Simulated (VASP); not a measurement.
Runs of VASP 6.6.1 on Si. It takes space group P6/mmm (No. 191, hexagonal). The conventional cell has a = 2.621 Å, b = 2.621 Å, c = 2.466 Å, α = 90.00°, β = 90.00°, γ = 120.00°. Si (site symmetry 6/mmm) has 8 Si at 2.47 to 2.62 Å as nearest neighbours. This isn't the form of Si at room conditions, which is diamond.

```csv
task,level,cell,k mesh,cutoff (eV),smearing,grid for exact exchange (PRECFOCK),exchange at q = 0,mesh quality,gap on the mesh (eV),pressure (GPa),relaxed volume (Å³/atom)
single point,PBE,as given,12 × 12 × 11,520,gaussian 0.011 eV,-,-,not flagged,none,(b),-
band structure,PBE0,as given,6 × 6 × 6,520,fermi-dirac 0.05 eV,Fast,truncated,coarse,-,1.5,-
band structure,RPBE,as given,12 × 12 × 11,520,fermi-dirac 0.05 eV,-,-,not flagged,-,(a),-
relaxation of cell and atoms,PBEsol,relaxed,12 × 12 × 11,600,fermi-dirac 0.05 eV,-,-,not flagged,none,0.0,14.73
relaxation of cell and atoms,PBE0,relaxed,6 × 6 × 6,600,fermi-dirac 0.05 eV,Fast,default,coarse,none,0.0,14.88
```

Alike in all rows: potentials or basis VASP PAW PBE potentials, release 64 (Si); no spin polarisation.

Q: Fill in the values left out.

A: (a) 4.2; (b) 3.0.

Caveats: some runs use coarse meshes; the PAW data sets were made with another functional, which shifts forces and pressure a little (some runs).

A gap of «none» marks a metal or a gap under the smearing width.
